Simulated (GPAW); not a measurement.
Crystal: FeO (Wuestite).

```
CELL_PARAMETERS angstrom
1.51882 0.87689 2.51958
-1.51882 0.87689 2.51958
0.00000 -1.75378 2.51958
ATOMIC_POSITIONS crystal
Fe 0.00000 0.00000 0.00000
O 0.50000 0.50000 0.50000
```

Base run:

| Quantity | Value |
| --- | --- |
| Program | GPAW 26.7.0 |
| Functional | PBEsol |
| Potentials or basis | PAW data sets generated in the run's folder for this functional |
| Cutoff | 800 eV |
| Basis | pw |
| k mesh | 8 × 8 × 8 |
| Occupations | fermi-dirac, width 0.05 eV |
| Spin | collinear spin, ferromagnetic start |
| Starting moments | [3.0, 0.0] μB |
| Hubbard terms | Fe d U = 3 eV |

Its results: pressure -6.9 GPa; net moment 4.00 μB per cell; site moments Fe +3.68; O +0.18 μB.

Q: The run is repeated on the same cell with these changes: hubbard terms from Fe d U = 3 eV to Fe d U = 8 eV. What comes out?

A: Pressure -3.1 GPa; net moment 4.06 μB per cell; site moments Fe +3.89; O +0.13 μB.

Caveats: a cell with one magnetic atom can't hold antiferromagnetic order, which such compounds often take.

Not every run made on this cell is shown here.
